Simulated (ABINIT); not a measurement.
# AlAs (F-43m): G0W0 in ABINIT against the bands in the self-energy, part 2 of 2

Wanted: the cheapest bands in the self-energy that holds the gap of AlAs (F-43m).

ABINIT 10.8.3; PBE and many-body steps on it, plane waves. Known limits of the many-body steps: not at the basis limit; exchange with frozen shells missing; no spin-orbit coupling; coarse k mesh.

So far. Step 2 (Screening, 4×4×4 mesh, 300 bands, screening to 272.1 eV): Local fields lower ε∞ by 11 %. On a Γ-centred mesh this coarse the value itself is usually too large, while a short band sum pulls it down.

### 6. 82 bands

Level of this step: G0W0 on PBE, plane waves, norm-conserving pseudopotentials (ABINIT).

The self-energy is evaluated for the states that the input lists, and the levels follow from it, in one-shot runs by the linearised quasiparticle equation.

run.abi

```
acell 3*1.0 Angstrom
rprim 
  -0.000000000000 2.830400000000 2.830400000000
  2.830400000000 0.000000000000 2.830400000000
  2.830400000000 2.830400000000 0.000000000000
ntypat 2
znucl 13 33
natom 2
typat 1 2
xred 
  0.000000000000 0.000000000000 0.000000000000
  0.250000000000 0.250000000000 0.250000000000
pp_dirpath "pseudos"
pseudos "Al.upf, As.upf"
ecut 38
ngkpt 4 4 4
nshiftk 1
shiftk 0 0 0
kptopt 1
chksymbreak 0
istwfk *1
occopt 1
irdwfk 1
optdriver 4
nband 82
gwcalctyp 0
ecutsigx 38
symsigma 1
nkptgw 2
kptgw 
  0.0000000000 0.0000000000 0.0000000000
  0.5000000000 0.5000000000 0.0000000000
bdgw 
  7 13
  8 11
ecuteps 10
irdscr 1
ppmodel 1
indata_prefix "in"
outdata_prefix "out"
tmpdata_prefix "tmp"
```

The run is started by

```bash
$ OMP_NUM_THREADS=1 mpirun -n 8 abinit run.abi > log
```

What it wrote:

```text
.Version 10.8.3 of ABINIT. v10.8.2 released Aug 2026.

 Symmetries : space group F-4 3 m (#216); Bravais cF (face-center cubic)
[... echo of the input left out ...]
== DATASET  1 ==================================================================
-   mpi_nproc: 8, omp_nthreads: 1 (-1 if OMP is not activated)

--- !DatasetInfo
iteration_state: {dtset: 1, }
dimensions: {natom: 2, nkpt: 8, mband: 82, nsppol: 1, nspinor: 1, nspden: 1, mpw: 3479, }
cutoff_energies: {ecut:  38.0, pawecutdg:  -1.0, }
[...]
Band     E0 <VxcDFT>   SigX SigC(E0)      Z dSigC/dE  Sig(E)    E-E0       E
[...]
10   5.009  -8.299  -4.581  -3.742   0.802  -0.248  -8.318  -0.019   4.989
       11   5.873  -8.962  -5.073  -3.765   0.799  -0.252  -8.863   0.099   5.973

== END DATASET(S) ==============================================================
================================================================================

 -outvars: echo values of variables after computation  --------
           etotal      0.0000000000E+00
            nband          82
             nkpt           8
          spgroup         216
 [... the other variables as echoed above ...]

 Calculation completed.
```

Run time: 8.6 s. Hardware: 8 MPI ranks of AMD EPYC 9R45, shared host; peak memory 2 GiB; 67 s of CPU time.

This step gave:

```yaml
g0w0_gap_on_the_points_computed: 2.433 eV
starting_gap_on_the_mesh: 1.436 eV
k_of_the_valence_top: 0, 0, 0
k_of_the_conduction_bottom: 0.5, 0.5, 0
least_direct_g0w0_gap_on_the_computed_points: 3.088 eV
```

The gap on the mesh goes from 1.44 eV to 2.43 eV, a correction of +1.00 eV.

### 7. 179 bands

run.abi: that of step 6 with these lines changed.

```diff
@@ -24,3 +24,3 @@
 optdriver 4
-nband 82
+nband 179
 gwcalctyp 0
```

What it wrote:

```text
.Version 10.8.3 of ABINIT. v10.8.2 released Aug 2026.

 Symmetries : space group F-4 3 m (#216); Bravais cF (face-center cubic)
[... echo of the input left out ...]
== DATASET  1 ==================================================================
-   mpi_nproc: 8, omp_nthreads: 1 (-1 if OMP is not activated)

--- !DatasetInfo
iteration_state: {dtset: 1, }
dimensions: {natom: 2, nkpt: 8, mband: 179, nsppol: 1, nspinor: 1, nspden: 1, mpw: 3479, }
cutoff_energies: {ecut:  38.0, pawecutdg:  -1.0, }
[...]
Band     E0 <VxcDFT>   SigX SigC(E0)      Z dSigC/dE  Sig(E)    E-E0       E
[...]
10   5.009  -8.299  -4.581  -3.823   0.801  -0.248  -8.383  -0.085   4.924
       11   5.873  -8.962  -5.073  -3.858   0.798  -0.253  -8.938   0.025   5.898

== END DATASET(S) ==============================================================
================================================================================

 -outvars: echo values of variables after computation  --------
           etotal      0.0000000000E+00
            nband         179
             nkpt           8
          spgroup         216
 [... the other variables as echoed above ...]

 Calculation completed.
```

It took 16 s on 8 MPI ranks; peak memory 2.4 GiB.

Numbers from this step:

```yaml
g0w0_gap_on_the_points_computed: 2.513 eV
starting_gap_on_the_mesh: 1.436 eV
k_of_the_valence_top: 0, 0, 0
k_of_the_conduction_bottom: 0.5, 0.5, 0
least_direct_g0w0_gap_on_the_computed_points: 3.098 eV
```

Against the run before, the gap moves by +0.080 eV.

### 8. 300 bands

run.abi: that of step 7 with these lines changed.

```diff
@@ -24,3 +24,3 @@
 optdriver 4
-nband 179
+nband 300
 gwcalctyp 0
```

What it wrote:

```text
.Version 10.8.3 of ABINIT. v10.8.2 released Aug 2026.

 Symmetries : space group F-4 3 m (#216); Bravais cF (face-center cubic)
[... echo of the input left out ...]
== DATASET  1 ==================================================================
-   mpi_nproc: 8, omp_nthreads: 1 (-1 if OMP is not activated)

--- !DatasetInfo
iteration_state: {dtset: 1, }
dimensions: {natom: 2, nkpt: 8, mband: 300, nsppol: 1, nspinor: 1, nspden: 1, mpw: 3479, }
cutoff_energies: {ecut:  38.0, pawecutdg:  -1.0, }
[...]
Band     E0 <VxcDFT>   SigX SigC(E0)      Z dSigC/dE  Sig(E)    E-E0       E
[...]
10   5.009  -8.299  -4.581  -3.845   0.801  -0.248  -8.401  -0.102   4.907
       11   5.873  -8.962  -5.073  -3.885   0.798  -0.253  -8.959   0.003   5.877

== END DATASET(S) ==============================================================
================================================================================

 -outvars: echo values of variables after computation  --------
           etotal      0.0000000000E+00
            nband         300
             nkpt           8
          spgroup         216
 [... the other variables as echoed above ...]

 Calculation completed.
```

Wall time 25 s (8 MPI ranks); peak memory 3 GiB; 3.3 min of CPU time.

This step gave:

* G0W0 gap on the points computed: 2.538 eV
* starting gap on the mesh: 1.436 eV
* k of the valence top: 0, 0, 0
* k of the conduction bottom: 0.5, 0.5, 0
* least direct G0W0 gap on the computed points: 3.103 eV

Against the run before, the gap moves by +0.025 eV.

### 9. The runs together

Times are wall times on 8 MPI ranks of AMD EPYC 9R45, shared host, good to a factor of about two. A run's time includes the screening step that it read.

```
      run   mesh  bands  screening cutoff (eV)  DFT gap (eV)  gap on the mesh (eV)  direct (eV)  ε∞ used  time
 17 bands  4×4×4     17                  272.1         1.436                 2.092        3.029    14.29  26 s
 18 bands  4×4×4     18                  272.1         1.436                 2.122        3.008    14.29  26 s
 35 bands  4×4×4     35                  272.1         1.436                 2.266        3.049    14.29  27 s
 82 bands  4×4×4     82                  272.1         1.436                 2.433        3.088    14.29  31 s
179 bands  4×4×4    179                  272.1         1.436                 2.513        3.098    14.29  38 s
300 bands  4×4×4    300                  272.1         1.436                 2.538        3.103    14.29  47 s
```

### 10. Results

```
17 bands     : 2.092 eV
18 bands     : 2.122 eV
35 bands     : 2.266 eV
82 bands     : 2.433 eV
179 bands    : 2.513 eV
300 bands    : 2.538 eV
known limits : not at the basis limit; exchange with frozen shells missing; no spin-orbit coupling; coarse k mesh
```

The setting moved: bands in the self-energy. From 17 bands to 300 bands the gap moves by +0.45 eV. The last step still moves it by +0.025 eV. Bands and screening cutoff are coupled, so a series along one setting does not show full convergence. Bands and cutoff are finite, so the gap is not at the basis limit. The miss can reach some tenths of an eV and take either sign; the mesh is an error of its own. In the G0W0 runs levels were corrected at 2 k points alone, so a gap called «on the mesh» is the least over those, and an edge elsewhere would be missed. The 4×4×4 mesh is coarse for this cell, which bears on the long-range parts of exchange and screening. The norm-conserving file of at least one element keeps a d shell over frozen s and p shells of the same row. Exchange with those shells is missing from the self-energy, an error of 0.3 to 0.9 eV in cases checked, whose sign depends on which edge lies on those atoms. The many-body steps are scalar-relativistic: spin-orbit coupling is not in them.

[Paths, hosts, dates, memory and timing lines, banners, echoed tables and standing remarks are left out of the program output.]

[Logs are printed without paths, hosts, clocks, repeated set-up lines and the standing remarks that a program may print on its own settings, such as how far it seeks lower states.]

[Runs of the session that timed out or met a known fault of the program may be left out.]

[Hosts, paths, dates, database ids (printed as entryN), source tags and the programs' standing remarks are cut or masked in the printed files.]

[G0W0 gaps are taken among the corrected bands and points alone; a level outside them can change the order at an edge.]

[Where Ansatz stands beside ABINIT at settings called matched, ABINIT's density can come from a denser mesh and the files from another edition; pairs whose starting gaps differed by over 0.03 eV were left out, so agreement reads better than it is.]
